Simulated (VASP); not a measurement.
# Os (P6_3/mmc) in VASP: notebook

Aim: see how the results for Os move with the level of theory and the settings. Levels: PBE, LDA. Tasks: single point, relaxation of cell and atoms.

Program: VASP 6.6.1. These are calculated values, not measurements. Logs are shortened: lines on timing, memory, paths and dates and some standing lists are left out, and cuts for length are marked.

### Step 1. Starting point

The structure is hexagonal, space group P6_3/mmc (No. 194). Conventional cell: a = 2.734 Å, b = 2.734 Å, c = 4.320 Å, α = 90.00°, β = 90.00°, γ = 120.00°. Os (site symmetry -6m2) is surrounded by 12 Os at 2.68 to 2.73 Å.

### Step 2. Single point, PBE

Input file INCAR:

```
ALGO = Fast
EDIFF = 1E-6
ENCUT = 520
GGA = PE
ISIF = 2
ISMEAR = 0
LASPH = T
LCHARG = T
LELF = T
LREAL = F
LVHAR = T
LWAVE = F
NBANDS = 15
NELM = 80
PREC = Accurate
SIGMA = 0.014
```

Input file KPOINTS:

```
k-points
0
Gamma
  11 11 6
```

Input file POSCAR:

```
Os
1.0
    2.7341000000      0.0000000000      0.0000000000
   -1.3670500000      2.3678000565      0.0000000000
    0.0000000000      0.0000000000      4.3197000000
Os
2
Direct
    0.6666666667      0.3333333333      0.7500000000
    0.3333333333      0.6666666667      0.2500000000
```

Potentials or basis: VASP PAW PBE potentials, release 64 (Os).

Run with:

```
cat potpaw_PBE.64/Os/POTCAR > POTCAR
mpirun -np 1 vasp_std > vasp.out
```

OUTCAR:

```text
EDIFF = 1E-6
   ENCUT = 520
   GGA = PE
   ISIF = 2
   ISMEAR = 0
   LASPH = T
   LREAL = F
   NELM = 80
   PREC = Accurate

 ion  position               nearest neighbor table
   1  0.667  0.333  0.750-   2 2.68   2 2.68   2 2.68   2 2.68   2 2.68   2 2.68
   2  0.333  0.667  0.250-   1 2.68   1 2.68   1 2.68   1 2.68   1 2.68   1 2.68

  LATTYP: Found a hexagonal cell.
 ALAT       =     2.7341000000
 C/A-ratio  =     1.5799348963

  Lattice vectors:

 A1 = (   2.7341000000,   0.0000000000,   0.0000000000)
 A2 = (  -1.3670500000,   2.3678000565,   0.0000000000)
 A3 = (   0.0000000000,   0.0000000000,   4.3197000000)

Analysis of symmetry for initial positions (statically):
=====================================================================
 Subroutine PRICEL returns:
 Original cell was already a primitive cell.

 Routine SETGRP: Setting up the symmetry group for a
 hexagonal supercell.

 Subroutine GETGRP returns: Found 24 space group operations
 (whereof 12 operations were pure point group operations)
 out of a pool of 24 trial point group operations.

The static configuration has the point symmetry D_3d.
 The point group associated with its full space group is D_6h.

Analysis of symmetry for dynamics (positions and initial velocities):
=====================================================================
 Subroutine PRICEL returns:
 Original cell was already a primitive cell.

 Routine SETGRP: Setting up the symmetry group for a
 hexagonal supercell.

 Subroutine GETGRP returns: Found 24 space group operations
 (whereof 12 operations were pure point group operations)
 out of a pool of 24 trial point group operations.

The dynamic configuration has the point symmetry D_3d.
 The point group associated with its full space group is D_6h.

 Subroutine INISYM returns: Found 24 space group operations
 (whereof 12 operations are pure point group operations),
 and found     1 'primitive' translations

----------------------------------------------------------------------------------------

                                     Primitive cell

  volume of cell :      27.9649

  direct lattice vectors                    reciprocal lattice vectors
     2.734100000  0.000000000  0.000000000     0.365751070  0.211166479  0.000000000
    -1.367050000  2.367800057  0.000000000     0.000000000  0.422332957  0.000000000
     0.000000000  0.000000000  4.319700000     0.000000000  0.000000000  0.231497558

  length of vectors
     2.734100000  2.734100000  4.319700000     0.422332957  0.422332957  0.231497558

  position of ions in fractional coordinates (direct lattice)
     0.666666667  0.333333333  0.750000000
     0.333333333  0.666666667  0.250000000

  ion indices of the primitive-cell ions
   primitive index   ion index
                 1           1
                 2           2

----------------------------------------------------------------------------------------

 KPOINTS: k-points

Automatic generation of k-mesh.
 Grid dimensions read from file:
 generate k-points for:   11   11    6

 Generating k-lattice:

  Cartesian coordinates                     Fractional coordinates (reciprocal lattice)
     0.033250097  0.019196953  0.000000000     0.090909091 -0.000000000  0.000000000
     0.000000000  0.038393905  0.000000000     0.000000000  0.090909091  0.000000000
     0.000000000  0.000000000  0.038582926     0.000000000  0.000000000  0.166666667

  Length of vectors
     0.038393905  0.038393905  0.038582926

  Shift w.r.t. Gamma in fractional coordinates (k-lattice)
     0.000000000  0.000000000  0.000000000

 Subroutine IBZKPT returns following result:
 ===========================================

 Found     64 irreducible k-points:

 Following reciprocal coordinates:
            Coordinates               Weight
  0.000000  0.000000  0.000000      1.000000
  0.090909  0.000000  0.000000      6.000000
  0.181818  0.000000  0.000000      6.000000
  0.272727 -0.000000  0.000000      6.000000
  0.363636 -0.000000  0.000000      6.000000
  0.454545  0.000000  0.000000      6.000000
[... 42 lines left out ...]
  0.000000  0.000000  0.500000      1.000000
  0.090909  0.000000  0.500000      6.000000
 [... further k-points ...]
   k-points           NKPTS =     64   k-points in BZ     NKDIM =     64   number of bands    NBANDS=     15
   number of dos      NEDOS =    301   number of ions     NIONS =      2
   total plane-waves  NPLWV =  12800
   dimension x,y,z NGX =    20 NGY =   20 NGZ =   32
   dimension x,y,z NGXF=    40 NGYF=   40 NGZF=   64
   ions per type =               2
   NGX,Y,Z   is equivalent  to a cutoff of  12.16, 12.16, 12.32 a.u.
   NGXF,Y,Z  is equivalent  to a cutoff of  24.32, 24.32, 24.63 a.u.
 SYSTEM =  unknown system
   PREC   = accura    normal or accurate (medium, high low for compatibility)
   ISTART =      0    job   : 0-new  1-cont  2-samecut
   ICHARG =      2    charge: 1-file 2-atom 10-const
   ISPIN  =      1    spin polarized calculation?
   LNONCOLLINEAR =      F non collinear calculations
   LSORBIT =      F    spin-orbit coupling
   LASPH  =      T    aspherical Exc in radial PAW
   ENCUT  =  520.0 eV  38.22 Ry    6.18 a.u.   5.08  5.08  8.03*2*pi/ulx,y,z
   NELM   =     80;   NELMIN=  2; NELMDL= -5     # of ELM steps
   EDIFF  = 0.1E-05   stopping-criterion for ELM
   LREAL  =      F    real-space projection
   EDIFFG = 0.1E-04   stopping-criterion for IOM
   NSW    =      0    number of steps for IOM
   IBRION =     -1    ionic relax: 0-MD 1-quasi-New 2-CG
   NFREE  =      0    steps in history (QN), initial steepest desc. (CG)
   ISIF   =      2    stress and relaxation
   ISYM   =      2    0-nonsym 1-usesym 2-fastsym
   POTIM  = 0.5000    time-step for ionic-motion
   TEBEG  =    0.0;   TEEND  =   0.0 temperature during run
   PSTRESS=    0.0 pullay stress
   NELECT =      16.0000    total number of electrons
   NUPDOWN=      -1.0000    fix difference up-down
   EMIN   =  10.00;   EMAX   =-10.00  energy-range for DOS
   EFERMI =   0.00;   METHOD = LEGACY
   ISMEAR =     0;   SIGMA  =   0.01  broadening in eV -4-tet -1-fermi 0-gaus
   EFERMI_NEDOS =   21; number of points for ismear=-14 and -15
   IALGO  =     68    algorithm
   IMIX   =      4    mixing-type and parameters
     AMIX     =   0.40;   BMIX     =  1.00
     AMIX_MAG =   1.60;   BMIX_MAG =  1.00
  volume/ion in A,a.u.               =      13.98        94.36
  Fermi-wavevector in a.u.,A,eV,Ry     =   1.359076  2.568282 25.131161  1.847088
  Thomas-Fermi vector in A             =   2.485855
   LORBIT       =      0    0 simple, 1 ext, 2 COOP (PROOUT), +10 PAW based schemes
   GGA     = PE    functional components
   LHFCALC =     F    Hartree Fock is set to
   AEXX    =    0.0000 exact exchange contribution
   IVDW    =     0    specifies the selected vdW correction
   LEPSILON=     F    determine dielectric tensor
   LRPA    =     F    only Hartree local field effects (RPA)
 non-spin polarized calculation
 RMM-DIIS sequential band-by-band and
 Gauss-broadening in eV      SIGMA  =   0.01
  energy-cutoff  :      520.00
  volume of cell :       27.96
 maximum number of plane-waves:       768
   NGX = 11   NGY = 11   NGZ = 17

 number of electron      15.9999998 magnetization

 Free energy of the ion-electron system (eV)
  ---------------------------------------------------
  ext. energy  EPLUGINS =         0.00000000
  ---------------------------------------------------
  free energy    TOTEN  =       -22.46788795 eV

  energy without entropy =      -22.46763930  energy(sigma->0) =      -22.46776362

 E-fermi :   9.4107     XC(G=0): -14.0600

 val. band max:        9.4077425771   @ k =   0.0909   0.0000   0.3333
 cond. band min:       9.4915665129   @ k =   0.3636   0.0909   0.3333
 fundamental gap:      0.0838239358
 Fermi energy:         9.4106791573

 k-point     1 :       0.0000    0.0000    0.0000
  band No.  band energies     occupation
      1      -1.4735      2.00000
      2       1.6793      2.00000
      3       6.4226      2.00000
      4       6.4226      2.00000
      5       6.6715      2.00000
      6       7.2655      2.00000
      7       7.2655      2.00000
      8       7.9115      2.00000
      9       7.9115      2.00000
     10       9.4972      0.00000
     11      11.1650      0.00000
     12      11.1650      0.00000
     13      18.5541      0.00000
     14      23.5113      0.00000
     15      26.2261      0.00000

 k-point     2 :       0.0909    0.0000    0.0000
  band No.  band energies     occupation
      1      -1.1412      2.00000
      2       1.9714      2.00000
      3       5.8679      2.00000
      4       6.7169      2.00000
      5       7.0326      2.00000
      6       7.1887      2.00000
      7       7.4352      2.00000
      8       7.5400      2.00000
      9       7.6814      2.00000
     10       8.4358      2.00000
     11      11.3230      0.00000
     12      12.7933      0.00000
     13      18.5228      0.00000
     14      24.1864      0.00000
     15      26.6475      0.00000

 k-point     3 :       0.1818    0.0000    0.0000
  band No.  band energies     occupation
      1      -0.2228      2.00000
      2       2.6550      2.00000
      3       5.2218      2.00000
      4       5.9632      2.00000
      5       6.6154      2.00000
      6       7.1627      2.00000
      7       7.5682      2.00000
      8       7.8372      2.00000
      9       7.9283      2.00000
     10       8.3274      2.00000
     11      11.6441      0.00000
     12      15.1819      0.00000
     13      18.3400      0.00000
     14      25.2476      0.00000
     15      26.8625      0.00000

 k-point     4 :       0.2727   -0.0000    0.0000
  band No.  band energies     occupation
      1       1.0010      2.00000
      2       2.9586      2.00000
      3       4.5741      2.00000
      4       5.1758      2.00000
      5       6.4750      2.00000
      6       6.6110      2.00000
      7       7.4203      2.00000
      8       8.8655      2.00000
      9       9.0643      2.00000
     10       9.5076      0.00000
     11      11.9288      0.00000
     12      17.6002      0.00000
     13      18.0205      0.00000
     14      22.7868      0.00000
     15      25.2915      0.00000
[... 595 lines left out ...]
 k-point    38 :       0.4545    0.0000    0.3333
  band No.  band energies     occupation
      1       1.7164      2.00000
      2       2.5275      2.00000
      3       3.9282      2.00000
      4       4.5187      2.00000
      5       7.0166      2.00000
      6       7.7632      2.00000
      7       9.7915      0.00000
      8       9.8781      0.00000
      9      11.5974      0.00000
     10      11.9074      0.00000
     11      11.9307      0.00000
     12      14.0984      0.00000
     13      18.4472      0.00000
     14      19.7831      0.00000
     15      24.5280      0.00000

 k-point    39 :       0.0909    0.0909    0.3333
  band No.  band energies     occupation
      1       0.6528      2.00000
      2       2.5641      2.00000
      3       4.9249      2.00000
      4       5.4656      2.00000
      5       5.8804      2.00000
      6       6.7129      2.00000
      7       7.0180      2.00000
      8       7.2982      2.00000
      9       9.2320      2.00000
     10       9.5335      0.00000
     11      11.0648      0.00000
     12      12.0927      0.00000
     13      22.6913      0.00000
     14      24.4069      0.00000
     15      26.1551      0.00000

 k-point    40 :       0.1818    0.0909    0.3333
  band No.  band energies     occupation
      1       1.4923      2.00000
      2       3.3743      2.00000
      3       4.1446      2.00000
      4       5.1056      2.00000
      5       5.7250      2.00000
      6       6.7415      2.00000
      7       7.1377      2.00000
      8       8.1024      2.00000
      9       9.5753      0.00000
     10       9.9209      0.00000
     11      11.1263      0.00000
     12      13.0136      0.00000
     13      22.1192      0.00000
     14      25.2403      0.00000
     15      26.4474      0.00000

 [... further k-points ...]

------------------------ aborting loop because EDIFF is reached ----------------------------------------

  FORCE on cell =-STRESS in cart. coord.  units (eV):
  Direction    XX          YY          ZZ          XY          YZ          ZX
  --------------------------------------------------------------------------------------
  -------------------------------------------------------------------------------------
  Total        1.5099802      1.5099802      1.5606393     -0.0000000      0.0000000      0.0000000
  in kB       86.5105038     86.5105038     89.4128886     -0.0000000      0.0000000      0.0000000
  external PRESSURE =      87.4779654 kB  Pullay stress =       0.0000000 kB

 VOLUME and BASIS-vectors are now :
 -----------------------------------------------------------------------------
  energy-cutoff  :      520.00
  volume of cell :       27.96
      direct lattice vectors                 reciprocal lattice vectors
     2.734100000  0.000000000  0.000000000     0.365751070  0.211166479  0.000000000
    -1.367050000  2.367800057  0.000000000     0.000000000  0.422332957  0.000000000
     0.000000000  0.000000000  4.319700000     0.000000000  0.000000000  0.231497558

 POSITION                                       TOTAL-FORCE (eV/Angst)
 -----------------------------------------------------------------------------------
      1.36705      0.78927      3.23977         0.000000      0.000000      0.000000
     -0.00000      1.57853      1.07993        -0.000000      0.000000      0.000000
 -----------------------------------------------------------------------------------
    total drift:                               -0.000000      0.000000     -0.000000

  FREE ENERGIE OF THE ION-ELECTRON SYSTEM (eV)
  ---------------------------------------------------
  free  energy   TOTEN  =       -22.4678879456 eV

  energy  without entropy=      -22.4676392962  energy(sigma->0) =      -22.46776362
```

It took 23 s on 1 thread of Intel Xeon Platinum 8488C (Sapphire Rapids), shared host; peak memory 0.14 GiB.

What came out:

```yaml
Free_energy: -22.4679 eV
Pressure: 8.7 GPa
Band_gap_on_the_k_mesh: none (metal or under the smearing width)
```

Stress tensor (GPa, compression positive):
```
8.65 0.00 0.00
0.00 8.65 0.00
0.00 0.00 8.94
```

### Step 3. Single point, PBE

Input file INCAR:

```
SYSTEM = Os
PREC = Accurate
ENCUT = 520
EDIFF = 1E-7
ISMEAR = 0
SIGMA = 0.011
LREAL = .False.
LASPH = .True.
NELM = 80
ALGO = Normal
ISIF = 2
LWAVE = .False.
LCHARG = .False.
GGA = PE
NBANDS = 15
```

Input file KPOINTS:

```
regular mesh
0
Gamma
  11 11 6
  0 0 0
```

POSCAR is that of step 2.

Potentials or basis: VASP PAW PBE potentials, release 64 (Os).

Run with:

```
cat potpaw_PBE.64/Os/POTCAR > POTCAR
mpirun -np 1 vasp_std > vasp.out
```

It took 15 s on 1 thread of Intel Xeon Platinum 8488C (Sapphire Rapids), shared host; peak memory 0.15 GiB.

It converged, with:

| Quantity | Value |
| --- | --- |
| Free energy | -22.4678 eV |
| Pressure | 8.8 GPa |
| Band gap on the k mesh | none (metal or under the smearing width) |

Stress tensor (GPa, compression positive):
```
8.70 0.00 0.00
0.00 8.70 0.00
0.00 0.00 8.98
```

Levels at points of the mesh, in eV from the Fermi level:
| k point | band 4 | band 5 | band 6 | band 7 | band 8 | band 9 | band 10 | band 11 | band 12 | band 13 |
| --- | --- | --- | --- | --- | --- | --- | --- | --- | --- | --- |
| (0.00, 0.00, 0.00) | -2.99 | -2.74 | -2.14 | -2.14 | -1.50 | -1.50 | 0.09 | 1.75 | 1.75 | 9.14 |
| (0.00, 0.00, 0.50) | -3.51 | -3.18 | -3.18 | -3.18 | -3.18 | 0.96 | 0.96 | 0.96 | 0.96 | 13.81 |

Spin-orbit coupling is left out, which matters for the levels of Os.

### Step 4. Relaxation of cell and atoms, PBE

Input file INCAR:

```
SYSTEM = Os
PREC = Accurate
ENCUT = 600
EDIFF = 1E-6
ISMEAR = -1
SIGMA = 0.05
LREAL = .False.
LASPH = .True.
NELM = 60
ALGO = Normal
ISIF = 3
LWAVE = .False.
LCHARG = .False.
GGA = PE
IBRION = 2
NSW = 60
EDIFFG = -0.02
```

Input file KPOINTS:

```
Automatic mesh
0
Gamma
  11 11 6
  0 0 0
```

POSCAR is that of step 3.

Run with:

```
cat potpaw_PBE.64/Os/POTCAR > POTCAR
mpirun -np 1 vasp_std > vasp.out
```

Wall time 55 s (1 thread of Intel Xeon Platinum 8488C (Sapphire Rapids), shared host); peak memory 0.17 GiB.

Results (log left out):

```
Free energy                            : -22.4913 eV
Relaxed volume                         : 14.27 Å³/atom
Relaxed cell                           : a = 2.754 Å, b = 2.754 Å, c = 4.348 Å, α = 90.00°, β = 90.00°, γ = 120.00°
Space group after relaxing (to 0.05 Å) : P6_3/mmc (No. 194)
Energy gained by relaxing              : 8.1 meV/atom
Ionic steps                            : 7
Pressure after relaxing                : 0.2 GPa
Band gap on the k mesh                 : none (metal or under the smearing width)
```

The path:
```tsv
step	energy change (eV)	largest force (eV/Å)	pressure (GPa)	volume (Å³)
1	0.0000	0.0000	9.00	27.96
2	0.2554	0.0000	-29.35	31.27
3	-0.0162	0.0000	-0.36	28.58
4	-0.0163	0.0000	-0.01	28.56
5	-0.0163	0.0000	0.17	28.55
6	-0.0163	0.0000	0.14	28.55
7	-0.0163	0.0000	0.16	28.55
```

Final structure:
```yaml
crystal:
  lattice:
    - [2.75359, 0.00000, 0.00000]
    - [-1.37679, 2.38468, 0.00000]
    - [0.00000, 0.00000, 4.34787]
  atoms:
    - { symbol: Os, position: [0.66667, 0.33333, 0.75000] }
    - { symbol: Os, position: [0.33333, 0.66667, 0.25000] }
```

Levels at points of the mesh, in eV from the Fermi level:
```csv
k point,band 4,band 5,band 6,band 7,band 8,band 9,band 10,band 11,band 12
"(0.00, 0.00, 0.00)",-2.92,-2.67,-2.10,-2.10,-1.48,-1.48,0.07,1.68,1.68
"(0.00, 0.00, 0.50)",-3.43,-3.11,-3.11,-3.11,-3.11,0.91,0.91,0.91,0.91
```

The run has no spin-orbit coupling, so splittings on Os are missing. PBE usually gives volumes a little too large and moduli too small.

[end of part 1 of 2]
